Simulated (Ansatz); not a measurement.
Input of an Ansatz 0.2.0 run:

input.yaml

```yaml
crystal:
  lattice:
    - [3.95487585, 0.0, 0.0]
    - [-1.97743793, 3.42502296, 0.0]
    - [0.0, 0.0, 3.85976289]
  atoms:
    - { symbol: Pt, position: [0.0, 0.0, 0.0], spin: 0.58 }
    - { symbol: Te, position: [0.6666666667, 0.3333333333, 0.5] }
hamiltonian:
  xc: lda
  pseudopotentials: { kind: paw }
  hubbard: { sites: [{ species: Pt, l: d, u_eff: 4.0 }] }
magnetization:
  spin_polarized: true
kpoints:
  mp_grid: { grid: [6, 6, 5] }
scf:
  occupations: { method: gaussian, width: 0.05 }
output:
  forces: true
  stress: true
  eigenvalues: true
```

Potentials or basis: Ansatz PAW.

The run is started by

```bash
$ ansatz run input.yaml --threads 2 --pin off --max-ram 5632MiB --backend cpu --events-out ev --progress --plain --runs-dir out
```

**Question.** What does it give for the band gap on the k mesh?

**Answer.** None (metal or under the smearing width).

**Question.** Estimate the absolute moment.

**Answer.** 0.00 μB per cell.

Eigenvalues of the final occupation matrices:
| site | spin | trace | eigenvalues |
| --- | --- | --- | --- |
| site 1 | 1 | 4.65 | 0.87 0.87 0.96 0.96 0.99 |
| site 1 | 2 | 4.65 | 0.87 0.87 0.96 0.96 0.99 |

Caveat: the magnetic or orbital state may not be the lowest; the U is typed as a test and isn't derived for this compound; the starting moments weren't kept. The run has no spin-orbit coupling, so splittings on Pt, Te are missing.
